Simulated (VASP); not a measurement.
# W (Im-3m) in VASP: relaxation of cell and atoms with PBE

Aim: the relaxation of cell and atoms of W with PBE.

Everything below comes from runs of VASP 6.6.1. Logs are shortened: lines on timing, memory, paths and dates and some standing lists are left out, and cuts for length are marked.

## 1. The crystal as given

The structure is cubic, space group Im-3m (No. 229). Conventional cell: a = 3.165 Å, b = 3.165 Å, c = 3.165 Å, α = 90.00°, β = 90.00°, γ = 90.00°. W (site symmetry m-3m) is surrounded by 8 W at 2.74 Å.

## 2. Relaxation of cell and atoms, PBE

INCAR

```
  PREC = Accurate
  ENCUT = 600
  EDIFF = 1E-7
  ISMEAR = 0
  SIGMA = 0.1
  LREAL = False
  LASPH = True
  NELM = 80
  ALGO = Normal
  ISIF = 3
  LWAVE = False
  LCHARG = False
  GGA = PE
  IBRION = 2
  NSW = 80
  EDIFFG = -0.004
```

KPOINTS

```
Automatic mesh
0
Gamma
  18 18 18
```

POSCAR

```
W
1.0
   -1.5823450000      1.5823450000      1.5823450000
    1.5823450000     -1.5823450000      1.5823450000
    1.5823450000      1.5823450000     -1.5823450000
W
1
Direct
    0.0000000000      0.0000000000      0.0000000000
```

Potentials or basis: VASP PAW PBE potentials, release 64 (W_sv).

Command:

```console
cat potpaw_PBE.64/W_sv/POTCAR > POTCAR
mpirun -np 1 vasp_std > vasp.out
```

OUTCAR:

```text
PREC = Accurate
   ENCUT = 600
   EDIFF = 1E-7
   ISMEAR = 0
   LREAL = False
   LASPH = True
   NELM = 80
   ISIF = 3
   GGA = PE
   IBRION = 2
   NSW = 80
   EDIFFG = -0.004

 ion  position               nearest neighbor table
   1  0.000  0.000  0.000-

  LATTYP: Found a body centered cubic cell.
 ALAT       =     3.1646900000

  Lattice vectors:

 A1 = (  -1.5823450000,   1.5823450000,   1.5823450000)
 A2 = (   1.5823450000,  -1.5823450000,   1.5823450000)
 A3 = (   1.5823450000,   1.5823450000,  -1.5823450000)

Analysis of symmetry for initial positions (statically):
=====================================================================
 Subroutine PRICEL returns:
 Original cell was already a primitive cell.

 Routine SETGRP: Setting up the symmetry group for a
 body centered cubic supercell.

 Subroutine GETGRP returns: Found 48 space group operations
 (whereof 48 operations were pure point group operations)
 out of a pool of 48 trial point group operations.

The static configuration has the point symmetry O_h .

Analysis of symmetry for dynamics (positions and initial velocities):
=====================================================================
 Subroutine PRICEL returns:
 Original cell was already a primitive cell.

 Routine SETGRP: Setting up the symmetry group for a
 body centered cubic supercell.

 Subroutine GETGRP returns: Found 48 space group operations
 (whereof 48 operations were pure point group operations)
 out of a pool of 48 trial point group operations.

The dynamic configuration has the point symmetry O_h .

 Subroutine INISYM returns: Found 48 space group operations
 (whereof 48 operations are pure point group operations),
 and found     1 'primitive' translations

----------------------------------------------------------------------------------------

                                     Primitive cell

  volume of cell :      15.8476

  direct lattice vectors                    reciprocal lattice vectors
    -1.582345000  1.582345000  1.582345000     0.000000000  0.315986716  0.315986716
     1.582345000 -1.582345000  1.582345000     0.315986716  0.000000000  0.315986716
     1.582345000  1.582345000 -1.582345000     0.315986716  0.315986716  0.000000000

  length of vectors
     2.740701935  2.740701935  2.740701935     0.446872699  0.446872699  0.446872699

  position of ions in fractional coordinates (direct lattice)
     0.000000000  0.000000000  0.000000000

  ion indices of the primitive-cell ions
   primitive index   ion index
                 1           1

----------------------------------------------------------------------------------------

 KPOINTS: Automatic mesh

Automatic generation of k-mesh.
 Grid dimensions read from file:
 generate k-points for:   18   18   18

 Generating k-lattice:

  Cartesian coordinates                     Fractional coordinates (reciprocal lattice)
     0.000000000  0.017554818  0.017554818     0.055555556  0.000000000  0.000000000
     0.017554818  0.000000000  0.017554818     0.000000000  0.055555556  0.000000000
     0.017554818  0.017554818  0.000000000     0.000000000  0.000000000  0.055555556

  Length of vectors
     0.024826261  0.024826261  0.024826261

  Shift w.r.t. Gamma in fractional coordinates (k-lattice)
     0.000000000  0.000000000  0.000000000

 Subroutine IBZKPT returns following result:
 ===========================================

 Found    195 irreducible k-points:

 Following reciprocal coordinates:
            Coordinates               Weight
  0.000000  0.000000  0.000000      1.000000
  0.055556  0.000000  0.000000     12.000000
  0.111111  0.000000  0.000000     12.000000
  0.166667  0.000000  0.000000     12.000000
  0.222222  0.000000  0.000000     12.000000
  0.277778  0.000000  0.000000     12.000000
[... 16 lines left out ...]
  0.333333  0.111111 -0.000000     48.000000
  0.388889  0.111111  0.000000     48.000000
 [... further k-points ...]
   k-points           NKPTS =    195   k-points in BZ     NKDIM =    195   number of bands    NBANDS=     11
   number of dos      NEDOS =    301   number of ions     NIONS =      1
   total plane-waves  NPLWV =  13824
   dimension x,y,z NGX =    24 NGY =   24 NGZ =   24
   dimension x,y,z NGXF=    48 NGYF=   48 NGZF=   48
   ions per type =               1
   NGX,Y,Z   is equivalent  to a cutoff of  14.56, 14.56, 14.56 a.u.
   NGXF,Y,Z  is equivalent  to a cutoff of  29.12, 29.12, 29.12 a.u.
 SYSTEM =  unknown system
   PREC   = accura    normal or accurate (medium, high low for compatibility)
   ISTART =      0    job   : 0-new  1-cont  2-samecut
   ICHARG =      2    charge: 1-file 2-atom 10-const
   ISPIN  =      1    spin polarized calculation?
   LNONCOLLINEAR =      F non collinear calculations
   LSORBIT =      F    spin-orbit coupling
   LASPH  =      T    aspherical Exc in radial PAW
   ENCUT  =  600.0 eV  44.10 Ry    6.64 a.u.   5.47  5.47  5.47*2*pi/ulx,y,z
   NELM   =     80;   NELMIN=  2; NELMDL= -5     # of ELM steps
   EDIFF  = 0.1E-06   stopping-criterion for ELM
   LREAL  =      F    real-space projection
   EDIFFG = -.4E-02   stopping-criterion for IOM
   NSW    =     80    number of steps for IOM
   IBRION =      2    ionic relax: 0-MD 1-quasi-New 2-CG
   NFREE  =      1    steps in history (QN), initial steepest desc. (CG)
   ISIF   =      3    stress and relaxation
   ISYM   =      2    0-nonsym 1-usesym 2-fastsym
   POTIM  = 0.5000    time-step for ionic-motion
   TEBEG  =    0.0;   TEEND  =   0.0 temperature during run
   PSTRESS=    0.0 pullay stress
   NELECT =      14.0000    total number of electrons
   NUPDOWN=      -1.0000    fix difference up-down
   EMIN   =  10.00;   EMAX   =-10.00  energy-range for DOS
   EFERMI =   0.00;   METHOD = LEGACY
   ISMEAR =     0;   SIGMA  =   0.10  broadening in eV -4-tet -1-fermi 0-gaus
   EFERMI_NEDOS =   21; number of points for ismear=-14 and -15
   IALGO  =     38    algorithm
   IMIX   =      4    mixing-type and parameters
     AMIX     =   0.40;   BMIX     =  1.00
     AMIX_MAG =   1.60;   BMIX_MAG =  1.00
  volume/ion in A,a.u.               =      15.85       106.94
  Fermi-wavevector in a.u.,A,eV,Ry     =   1.570832  2.968442 33.572544  2.467512
  Thomas-Fermi vector in A             =   2.672506
   LORBIT       =      0    0 simple, 1 ext, 2 COOP (PROOUT), +10 PAW based schemes
   GGA     = PE    functional components
   LHFCALC =     F    Hartree Fock is set to
   AEXX    =    0.0000 exact exchange contribution
   IVDW    =     0    specifies the selected vdW correction
   LEPSILON=     F    determine dielectric tensor
   LRPA    =     F    only Hartree local field effects (RPA)
 conjugate gradient relaxation of ions
 non-spin polarized calculation
 Gauss-broadening in eV      SIGMA  =   0.10
  energy-cutoff  :      600.00
  volume of cell :       15.85
 maximum number of plane-waves:       543
 NGX is ok and might be reduce to    24
   NGX = 11   NGY = 11   NGZ = 11

--------------------------------------- Ionic step        1  -------------------------------------------

 number of electron      14.0000002 magnetization

 Free energy of the ion-electron system (eV)
  ---------------------------------------------------
  ext. energy  EPLUGINS =         0.00000000
  ---------------------------------------------------
  free energy    TOTEN  =       -12.94529915 eV

  energy without entropy =      -12.94183062  energy(sigma->0) =      -12.94356489

------------------------ aborting loop because EDIFF is reached ----------------------------------------

  FORCE on cell =-STRESS in cart. coord.  units (eV):
  Direction    XX          YY          ZZ          XY          YZ          ZX
  --------------------------------------------------------------------------------------
  -------------------------------------------------------------------------------------
  Total        0.6218038      0.6218038      0.6218038      0.0000000      0.0000000     -0.0000000
  in kB       62.8637713     62.8637713     62.8637713      0.0000000      0.0000000     -0.0000000
  external PRESSURE =      62.8637713 kB  Pullay stress =       0.0000000 kB

 VOLUME and BASIS-vectors are now :
 -----------------------------------------------------------------------------
  energy-cutoff  :      600.00
  volume of cell :       15.85
      direct lattice vectors                 reciprocal lattice vectors
    -1.582345000  1.582345000  1.582345000     0.000000000  0.315986716  0.315986716
     1.582345000 -1.582345000  1.582345000     0.315986716  0.000000000  0.315986716
     1.582345000  1.582345000 -1.582345000     0.315986716  0.315986716  0.000000000
[... 71 lines left out ...]
 POSITION                                       TOTAL-FORCE (eV/Angst)
 -----------------------------------------------------------------------------------
     -0.00000      0.00000      0.00000         0.000000     -0.000000      0.000000
 -----------------------------------------------------------------------------------
    total drift:                               -0.000000      0.000000      0.000000

  FREE ENERGIE OF THE ION-ELECTRON SYSTEM (eV)
  ---------------------------------------------------
  free  energy   TOTEN  =       -12.9513312388 eV

  energy  without entropy=      -12.9477447266  energy(sigma->0) =      -12.94953798

--------------------------------------- Ionic step        4  -------------------------------------------

 number of electron      14.0000002 magnetization

 Free energy of the ion-electron system (eV)
  ---------------------------------------------------
  ext. energy  EPLUGINS =         0.00000000
  ---------------------------------------------------
  free energy    TOTEN  =       -12.95133687 eV

  energy without entropy =      -12.94775395  energy(sigma->0) =      -12.94954541

 E-fermi :  11.1635     XC(G=0): -13.5304

 val. band max:       11.1593289698   @ k =  -0.2778   0.3333   0.2222
 cond. band min:      11.1758723305   @ k =   0.5000   0.5000   0.2222
 fundamental gap:      0.0165433608
 Fermi energy:        11.1635208303

 k-point     1 :       0.0000    0.0000    0.0000
  band No.  band energies     occupation
      1     -63.0395      2.00000
      2     -26.6297      2.00000
      3     -26.6297      2.00000
      4     -26.6297      2.00000
      5       1.6353      2.00000
      6       9.9702      2.00000
      7       9.9702      2.00000
      8       9.9702      2.00000
      9      13.3824      0.00000
     10      13.3824      0.00000
     11      25.6371      0.00000

 k-point     2 :       0.0556    0.0000    0.0000
  band No.  band energies     occupation
      1     -63.0359      2.00000
      2     -26.6690      2.00000
      3     -26.6420      2.00000
      4     -26.6299      2.00000
      5       1.7818      2.00000
      6       9.8811      2.00000
      7       9.9505      2.00000
      8      10.1109      2.00000
      9      13.2393      0.00000
     10      13.3833      0.00000
     11      25.7621      0.00000
[... 295 lines left out ...]
 k-point    24 :       0.3889    0.1111    0.0000
  band No.  band energies     occupation
      1     -62.9164      2.00000
      2     -27.7628      2.00000
      3     -27.0561      2.00000
      4     -26.6892      2.00000
      5       5.4407      2.00000
      6       7.8379      2.00000
      7      10.5490      2.00000
      8      13.1481      0.00000
      9      14.4389      0.00000
     10      17.4248      0.00000
     11      21.8151      0.00000

 [... further k-points ...]

------------------------ aborting loop because EDIFF is reached ----------------------------------------

  FORCE on cell =-STRESS in cart. coord.  units (eV):
  Direction    XX          YY          ZZ          XY          YZ          ZX
  --------------------------------------------------------------------------------------
  -------------------------------------------------------------------------------------
  Total       -0.0007475     -0.0007475     -0.0007475     -0.0000000     -0.0000000      0.0000000
  in kB       -0.0740973     -0.0740973     -0.0740973     -0.0000000     -0.0000000      0.0000000
  external PRESSURE =      -0.0740973 kB  Pullay stress =       0.0000000 kB

 VOLUME and BASIS-vectors are now :
 -----------------------------------------------------------------------------
  energy-cutoff  :      600.00
  volume of cell :       16.16
      direct lattice vectors                 reciprocal lattice vectors
    -1.592742397  1.592742397  1.592742397     0.000000000  0.313923960  0.313923960
     1.592742397 -1.592742397  1.592742397     0.313923960  0.000000000  0.313923960
     1.592742397  1.592742397 -1.592742397     0.313923960  0.313923960  0.000000000

 POSITION                                       TOTAL-FORCE (eV/Angst)
 -----------------------------------------------------------------------------------
     -0.00000      0.00000      0.00000         0.000000     -0.000000      0.000000
 -----------------------------------------------------------------------------------
    total drift:                               -0.000000      0.000000      0.000000

  FREE ENERGIE OF THE ION-ELECTRON SYSTEM (eV)
  ---------------------------------------------------
  free  energy   TOTEN  =       -12.9513368715 eV

  energy  without entropy=      -12.9477539525  energy(sigma->0) =      -12.94954541

 reached required accuracy - stopping structural energy minimisation
```

It took 45 s on 1 thread of Intel Xeon Platinum 8488C (Sapphire Rapids), shared host; peak memory 0.18 GiB.

What came out:

| Item | Value |
| --- | --- |
| Free energy | -12.9513 eV |
| Relaxed volume | 16.16 Å³/atom |
| Relaxed cell | a = 2.759 Å, b = 2.759 Å, c = 2.759 Å, α = 109.47°, β = 109.47°, γ = 109.47° |
| Space group after relaxing (to 0.05 Å) | Im-3m (No. 229) |
| Energy gained by relaxing | 6.0 meV/atom |
| Ionic steps | 4 |
| Pressure after relaxing | 0.0 GPa |
| Band gap on the k mesh | none (metal or under the smearing width) |

The path:
| step | energy change (eV) | largest force (eV/Å) | pressure (GPa) | volume (Å³) |
| --- | --- | --- | --- | --- |
| 1 | 0.0000 | 0.0000 | 6.29 | 15.85 |
| 2 | 0.0637 | 0.0000 | -18.16 | 17.32 |
| 3 | -0.0060 | 0.0000 | -0.17 | 16.17 |
| 4 | -0.0060 | 0.0000 | -0.01 | 16.16 |

Final structure:
```
W
1.0
    -1.59274    1.59274    1.59274
     1.59274   -1.59274    1.59274
     1.59274    1.59274   -1.59274
W
1
Cartesian
  0.0000 0.0000 0.0000
```

The run has no spin-orbit coupling, so splittings on W are missing. PBE usually gives volumes a little too large and moduli too small.
